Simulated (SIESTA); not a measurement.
Crystal: SiNi3.

```
CELL_PARAMETERS angstrom
3.54200 0.00000 0.00000
0.00000 3.54200 0.00000
0.00000 0.00000 3.54200
ATOMIC_POSITIONS crystal
Ni 0.50000 0.50000 0.00000
Ni 0.50000 0.00000 0.50000
Ni 0.00000 0.50000 0.50000
Si 0.00000 0.00000 0.00000
```

Base run:

* Program: SIESTA 5.4.2
* Functional: PBEsol
* Potentials or basis: PseudoDojo 0.4 standard (PBEsol files)
* Basis: DZ (energy shift 0.003 Ry; two zetas on semicore shells)
* Grid cutoff: 800 Ry
* Energy shift: 0.003 Ry
* k mesh: 8 × 8 × 8
* Occupations: fermi-dirac, width 0.05 eV
* Spin: collinear spin, ferromagnetic start
* Starting moments: [1.0, 1.0, 1.0, 0.0] μB

Its results: band gap on the k mesh none (metal or under the smearing width); pressure -4.8 GPa; net moment 0.00 μB per cell.

The run is repeated on the same cell with these changes: basis from DZ (energy shift 0.003 Ry; two zetas on semicore shells) to TZDP (energy shift 0.003 Ry; two zetas on semicore shells). What comes out?

Band gap on the k mesh none (metal or under the smearing width); pressure -14.9 GPa; net moment 0.00 μB per cell.

Caveats: short orbitals over semicore shells can move pressures by several GPa; the basis of atomic orbitals isn't converged, which shifts pressures, moduli and gaps; the basis has no polarisation orbitals (some runs).
